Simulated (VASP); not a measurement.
# GaCuSe2 (P4/mmm) in VASP: notebook

One crystal, GaCuSe2, is run at these levels: PBE0; tasks: single point.

All numbers are computed with VASP 6.6.1; they aren't measurements. Logs are shortened: lines on timing, memory, paths and dates and some standing lists are left out, and cuts for length are marked.

### 1 The crystal as given

Symmetry: P4/mmm, No. 123, tetragonal system. The conventional cell has a = 3.774 Å, b = 3.774 Å, c = 5.266 Å, α = 90.00°, β = 90.00°, γ = 90.00°. Around Se (site symmetry 4/mmm) lie 2 Ga at 2.63 Å and 4 Cu at 2.67 Å. Se (site symmetry 4/mmm) is surrounded by 2 Cu at 2.63 Å and 4 Ga at 2.67 Å. Ga (site symmetry 4/mmm) has 6 Se at 2.63 to 2.67 Å as nearest neighbours. Cu (site symmetry 4/mmm) has 6 Se at 2.63 to 2.67 Å as nearest neighbours.

Measurements of this composition are mostly on another form, of space group No. 122.

### 2 Single point, PBE0

POSCAR

```
GaCuSe2
1.0
    3.7744160000      0.0000000000      0.0000000000
    0.0000000000      3.7744160000      0.0000000000
    0.0000000000      0.0000000000      5.2658910000
Se Ga Cu
2 1 1
Direct
    0.5000000000      0.5000000000      0.0000000000
    0.0000000000      0.0000000000      0.5000000000
    0.5000000000      0.5000000000      0.5000000000
    0.0000000000      0.0000000000      0.0000000000
```

INCAR.step1

```
SYSTEM = GaCuSe2
PREC = Accurate
ENCUT = 250
EDIFF = 1E-5
ISMEAR = 0
SIGMA = 0.01
LREAL = .False.
LASPH = .True.
NELM = 100
ALGO = Normal
ISIF = 2
LWAVE = .True.
LCHARG = .False.
NKRED = 1
NBANDS = 26
GGA = PE
```

INCAR.step2

```
SYSTEM = GaCuSe2
PREC = Accurate
ENCUT = 250
EDIFF = 1E-6
ISMEAR = 0
SIGMA = 0.01
LREAL = .False.
LASPH = .True.
NELM = 100
ALGO = Normal
ISIF = 2
LWAVE = .False.
LCHARG = .False.
GGA = PE
LHFCALC = .True.
AEXX = 0.25
PRECFOCK = Fast
NKRED = 1
NBANDS = 26
ISTART = 1
```

KPOINTS

```
Automatic mesh
0
Gamma
  2 2 2
  0 0 0
```

Potentials or basis: VASP PAW PBE potentials, release 64 (Se, Ga_d, Cu).

On the command line:

```console
cat potpaw_PBE.64/Se/POTCAR potpaw_PBE.64/Ga_d/POTCAR potpaw_PBE.64/Cu/POTCAR > POTCAR
cp INCAR.step1 INCAR
mpirun -np 1 vasp_std > vasp.out
cp INCAR.step2 INCAR
mpirun -np 1 vasp_std > vasp.out
```

OUTCAR:

```text
SYSTEM = GaCuSe2
   PREC = Accurate
   ENCUT = 250
   EDIFF = 1E-6
   ISMEAR = 0
   LREAL = .False.
   LASPH = .True.
   NELM = 100
   ISIF = 2
   GGA = PE
   LHFCALC = .True.
   AEXX = 0.25
   PRECFOCK = Fast
   NKRED = 1
   ISTART = 1

 Found      6 irreducible k-points:

 Following reciprocal coordinates:
            Coordinates               Weight
  0.000000  0.000000  0.000000      1.000000
  0.500000  0.000000  0.000000      2.000000
  0.500000  0.500000  0.000000      1.000000
  0.000000  0.000000  0.500000      1.000000
  0.500000  0.000000  0.500000      2.000000
  0.500000  0.500000  0.500000      1.000000
   k-points           NKPTS =      6   k-points in BZ     NKDIM =      8   number of bands    NBANDS=     26
   number of dos      NEDOS =    301   number of ions     NIONS =      4
   total plane-waves  NPLWV =  11200
   dimension x,y,z NGX =    20 NGY =   20 NGZ =   28
   dimension x,y,z NGXF=    40 NGYF=   40 NGZF=   56
   ions per type =               2   1   1
   NGX,Y,Z   is equivalent  to a cutoff of   8.81,  8.81,  8.84 a.u.
   NGXF,Y,Z  is equivalent  to a cutoff of  17.62, 17.62, 17.68 a.u.
 SYSTEM =  GaCuSe2
   PREC   = accura    normal or accurate (medium, high low for compatibility)
   ISTART =      1    job   : 0-new  1-cont  2-samecut
   ICHARG =      0    charge: 1-file 2-atom 10-const
   ISPIN  =      1    spin polarized calculation?
   LNONCOLLINEAR =      F non collinear calculations
   LSORBIT =      F    spin-orbit coupling
   LASPH  =      T    aspherical Exc in radial PAW
   ENCUT  =  250.0 eV  18.37 Ry    4.29 a.u.   4.87  4.87  6.79*2*pi/ulx,y,z
   NELM   =    100;   NELMIN=  2; NELMDL=  0     # of ELM steps
   EDIFF  = 0.1E-05   stopping-criterion for ELM
   LREAL  =      F    real-space projection
   EDIFFG = 0.1E-04   stopping-criterion for IOM
   NSW    =      0    number of steps for IOM
   IBRION =     -1    ionic relax: 0-MD 1-quasi-New 2-CG
   NFREE  =      0    steps in history (QN), initial steepest desc. (CG)
   ISIF   =      2    stress and relaxation
   ISYM   =      3    0-nonsym 1-usesym 2-fastsym
   POTIM  = 0.5000    time-step for ionic-motion
   TEBEG  =    0.0;   TEEND  =   0.0 temperature during run
   PSTRESS=    0.0 pullay stress
   NELECT =      36.0000    total number of electrons
   NUPDOWN=      -1.0000    fix difference up-down
   EMIN   =  10.00;   EMAX   =-10.00  energy-range for DOS
   EFERMI =   0.00;   METHOD = LEGACY
   ISMEAR =     0;   SIGMA  =   0.01  broadening in eV -4-tet -1-fermi 0-gaus
   EFERMI_NEDOS =   21; number of points for ismear=-14 and -15
   IALGO  =     38    algorithm
   IMIX   =      1    mixing-type and parameters
     AMIX     =   0.40;   BMIX     =  1.00
     AMIX_MAG =   1.60;   BMIX_MAG =  1.00
  volume/ion in A,a.u.               =      18.75       126.56
  Fermi-wavevector in a.u.,A,eV,Ry     =   1.281697  2.422055 22.350915  1.642746
  Thomas-Fermi vector in A             =   2.414051
   LORBIT       =      0    0 simple, 1 ext, 2 COOP (PROOUT), +10 PAW based schemes
   GGA     = PE    functional components
   LHFCALC =     T    Hartree Fock is set to
   PRECFOCK=fast      Normal, Fast or Accurate (Low or Medium for compatibility)
   ENCUT4O =  -1.0   cutoff for four orbital integrals eV
   NKREDX  =     1    reduce k-point grid by
   NKREDY  =     1    reduce k-point grid by
   NKREDZ  =     1    reduce k-point grid by
   AEXX    =    0.2500 exact exchange contribution
   HFSCREEN=    0.0000 screening length (either q_TF or 0.3 A-1)
   HFSCREENC=   0.0000 screening length for correlation (either q_TF or 0.3 A-1)
   ENCUTFOCK=  -1.0 apply spherical cutoff to Coloumb kernel
   IVDW    =     0    specifies the selected vdW correction
   LEPSILON=     F    determine dielectric tensor
   LRPA    =     F    only Hartree local field effects (RPA)
 non-spin polarized calculation
 Gauss-broadening in eV      SIGMA  =   0.01
  energy-cutoff  :      250.00
  volume of cell :       75.02
 maximum number of plane-waves:       684
 NGX is ok and might be reduce to    20
  NGX = 12; NGY = 12; NGZ = 16

 number of electron      36.0000014 magnetization

 Free energy of the ion-electron system (eV)
  ---------------------------------------------------
  ext. energy  EPLUGINS =         0.00000000
  ---------------------------------------------------
  free energy    TOTEN  =       -18.17876279 eV

  energy without entropy =      -18.17876279  energy(sigma->0) =      -18.17876279

 E-fermi :   5.0882     XC(G=0):  -8.3566

 val. band max:        4.9611671147   @ k =   0.5000   0.0000   0.5000
 cond. band min:       6.2752513016   @ k =   0.5000   0.0000   0.5000
 fundamental gap:      1.3140841869
 Fermi energy:         5.0881738293

 k-point     1 :       0.0000    0.0000    0.0000
  band No.  band energies     occupation
      1     -13.8631      2.00000
      2     -13.7798      2.00000
      3     -13.7572      2.00000
      4     -13.7076      2.00000
      5     -13.7076      2.00000
      6     -11.6246      2.00000
[... 18 lines left out ...]
     25      14.2890      0.00000
     26      14.8813      0.00000

 k-point     2 :       0.5000    0.0000    0.0000
  band No.  band energies     occupation
      1     -13.8149      2.00000
      2     -13.8142      2.00000
      3     -13.7333      2.00000
      4     -13.7186      2.00000
      5     -13.7037      2.00000
      6     -10.3030      2.00000
[... 18 lines left out ...]
     25      13.4544      0.00000
     26      13.6454      0.00000

 k-point     3 :       0.5000    0.5000    0.0000
  band No.  band energies     occupation
      1     -13.9440      2.00000
      2     -13.7952      2.00000
      3     -13.7165      2.00000
      4     -13.7165      2.00000
      5     -13.7092      2.00000
      6      -9.4453      2.00000
[... 50 lines left out ...]
 k-point     5 :       0.5000    0.0000    0.5000
  band No.  band energies     occupation
      1     -13.8142      2.00000
      2     -13.7866      2.00000
      3     -13.7291      2.00000
      4     -13.7236      2.00000
      5     -13.7063      2.00000
      6     -10.2034      2.00000
[... 18 lines left out ...]
     25      12.0750      0.00000
     26      14.5631      0.00000

 k-point     6 :       0.5000    0.5000    0.5000
  band No.  band energies     occupation
      1     -13.9406      2.00000
      2     -13.7591      2.00000
      3     -13.7144      2.00000
      4     -13.7144      2.00000
      5     -13.7068      2.00000
      6      -9.3610      2.00000
[... 18 lines left out ...]
     25      13.9825      0.00000
     26      13.9825      0.00000

------------------------ aborting loop because EDIFF is reached ----------------------------------------

  FORCE on cell =-STRESS in cart. coord.  units (eV):
  Direction    XX          YY          ZZ          XY          YZ          ZX
  --------------------------------------------------------------------------------------
  -------------------------------------------------------------------------------------
  Total        1.0081744      1.0081744    -10.1639254      0.0000000     -0.0000000      0.0000000
  in kB       21.5315288     21.5315288   -217.0704261      0.0000000     -0.0000000      0.0000000
  external PRESSURE =     -58.0024562 kB  Pullay stress =       0.0000000 kB

 VOLUME and BASIS-vectors are now :
 -----------------------------------------------------------------------------
  energy-cutoff  :      250.00
  volume of cell :       75.02
      direct lattice vectors                 reciprocal lattice vectors
     3.774416000  0.000000000  0.000000000     0.264941649  0.000000000  0.000000000
     0.000000000  3.774416000  0.000000000     0.000000000  0.264941649  0.000000000
     0.000000000  0.000000000  5.265891000     0.000000000  0.000000000  0.189901386

 POSITION                                       TOTAL-FORCE (eV/Angst)
 -----------------------------------------------------------------------------------
      1.88721      1.88721      0.00000         0.000000      0.000000      0.000000
      0.00000      0.00000      2.63295         0.000000      0.000000      0.000000
      1.88721      1.88721      2.63295         0.000000      0.000000      0.000000
      0.00000      0.00000      0.00000         0.000000      0.000000      0.000000
 -----------------------------------------------------------------------------------
    total drift:                                0.000005     -0.000006     -0.000010

  FREE ENERGIE OF THE ION-ELECTRON SYSTEM (eV)
  ---------------------------------------------------
  free  energy   TOTEN  =       -18.1787627934 eV

  energy  without entropy=      -18.1787627934  energy(sigma->0) =      -18.17876279
```

Wall time 2 min (1 thread of Intel Xeon Platinum 8375C at 2.90GHz (Ice Lake), shared host); peak memory 0.13 GiB.

The run converged, but a check on its numbers failed (symmetry, net force, bounds or a known fault of this set-up), so they aren't taken as properties of the crystal.

Caveat: the k mesh is coarse (spacing up to 0.83 Å⁻¹), so the values aren't converged, least of all with exact exchange; the cutoff lies under the usual one of these potentials, so the numbers hold a large basis-set error; the PAW data sets were made with another functional, which shifts forces and pressure a little; the run has no spin polarisation, though such a crystal can be magnetic.

### 3 Single point, PBE0

POSCAR is that of step 2.

Changes to INCAR.step1 since step 2:

```diff
@@ -2,3 +2,3 @@
 PREC = Accurate
-ENCUT = 250
+ENCUT = 400
 EDIFF = 1E-5
```

Changes to INCAR.step2 since step 2:

```diff
@@ -2,3 +2,3 @@
 PREC = Accurate
-ENCUT = 250
+ENCUT = 400
 EDIFF = 1E-6
```

KPOINTS is that of step 2.

Potentials or basis: VASP PAW PBE potentials, release 64 (Se, Ga_d, Cu).

On the command line:

```console
cat potpaw_PBE.64/Se/POTCAR potpaw_PBE.64/Ga_d/POTCAR potpaw_PBE.64/Cu/POTCAR > POTCAR
cp INCAR.step1 INCAR
mpirun -np 1 vasp_std > vasp.out
cp INCAR.step2 INCAR
mpirun -np 1 vasp_std > vasp.out
```

Run time: 2.9 min. Hardware: 1 thread of Intel Xeon Platinum 8375C at 2.90GHz (Ice Lake), shared host; peak memory 0.17 GiB.

These settings aren't checked as converged: the numbers below hold their error.

Results:

```
Free energy            : -18.2176 eV
Pressure               : 0.9 GPa
Band gap on the k mesh : none (metal or under the smearing width)
```

Caveat: the k mesh is coarse (spacing up to 0.83 Å⁻¹), so the values aren't converged, least of all with exact exchange; the PAW data sets were made with another functional, which shifts forces and pressure a little; the run has no spin polarisation, though such a crystal can be magnetic.

### 4 Single point, PBE0

POSCAR is that of step 3.

Changes to INCAR.step1 since step 3:

```diff
@@ -2,3 +2,3 @@
 PREC = Accurate
-ENCUT = 400
+ENCUT = 350
 EDIFF = 1E-5
```

Changes to INCAR.step2 since step 3:

```diff
@@ -2,3 +2,3 @@
 PREC = Accurate
-ENCUT = 400
+ENCUT = 350
 EDIFF = 1E-6
@@ -16,3 +16,3 @@
 AEXX = 0.25
-PRECFOCK = Fast
+PRECFOCK = Normal
 NKRED = 1
```

KPOINTS

```
Automatic mesh
0
Gamma
  3 3 2
  0 0 0
```

On the command line:

```console
cat potpaw_PBE.64/Se/POTCAR potpaw_PBE.64/Ga_d/POTCAR potpaw_PBE.64/Cu/POTCAR > POTCAR
cp INCAR.step1 INCAR
mpirun -np 1 vasp_std > vasp.out
cp INCAR.step2 INCAR
mpirun -np 1 vasp_std > vasp.out
```

It took 8.2 min on 1 thread of Intel Xeon Platinum 8375C at 2.90GHz (Ice Lake), shared host; peak memory 0.15 GiB.

These settings aren't checked as converged: the numbers below hold their error.

What came out:

```yaml
Free_energy: -18.5927 eV
Pressure: -1.8 GPa
Band_gap_on_the_k_mesh: none (metal or under the smearing width)
```

Caveat: the k mesh is coarse (spacing up to 0.60 Å⁻¹), so the values aren't converged, least of all with exact exchange; the cutoff is under 1.25 times the usual one of these potentials, so pressure, stress and relaxed cells hold a basis-set (Pulay) error; the PAW data sets were made with another functional, which shifts forces and pressure a little; the run has no spin polarisation, though such a crystal can be magnetic.

### 5 Single point, PBE0

POSCAR is that of step 4.

Changes to INCAR.step1 since step 4:

```diff
@@ -2,3 +2,3 @@
 PREC = Accurate
-ENCUT = 350
+ENCUT = 400
 EDIFF = 1E-5
```

Changes to INCAR.step2 since step 4:

```diff
@@ -2,3 +2,3 @@
 PREC = Accurate
-ENCUT = 350
+ENCUT = 400
 EDIFF = 1E-6
@@ -16,3 +16,3 @@
 AEXX = 0.25
-PRECFOCK = Normal
+PRECFOCK = Fast
 NKRED = 1
```

KPOINTS

```
Automatic mesh
0
Gamma
  4 4 3
  0 0 0
```

On the command line:

```console
cat potpaw_PBE.64/Se/POTCAR potpaw_PBE.64/Ga_d/POTCAR potpaw_PBE.64/Cu/POTCAR > POTCAR
cp INCAR.step1 INCAR
mpirun -np 1 vasp_std > vasp.out
cp INCAR.step2 INCAR
mpirun -np 1 vasp_std > vasp.out
```

It took 23 min on 1 thread of Intel Xeon Platinum 8375C at 2.90GHz (Ice Lake), shared host; peak memory 0.19 GiB.

The run converged, but some of its settings lie outside the range that counts as converged, so its numbers aren't taken as properties of the crystal.

Results:

```yaml
Free_energy: -18.3176 eV
Pressure: -2.3 GPa
Band_gap_on_the_k_mesh: none (metal or under the smearing width)
```

Caveat: the k mesh is coarse (spacing up to 0.42 Å⁻¹), so the values aren't converged, least of all with exact exchange; the PAW data sets were made with another functional, which shifts forces and pressure a little; the run has no spin polarisation, though such a crystal can be magnetic.
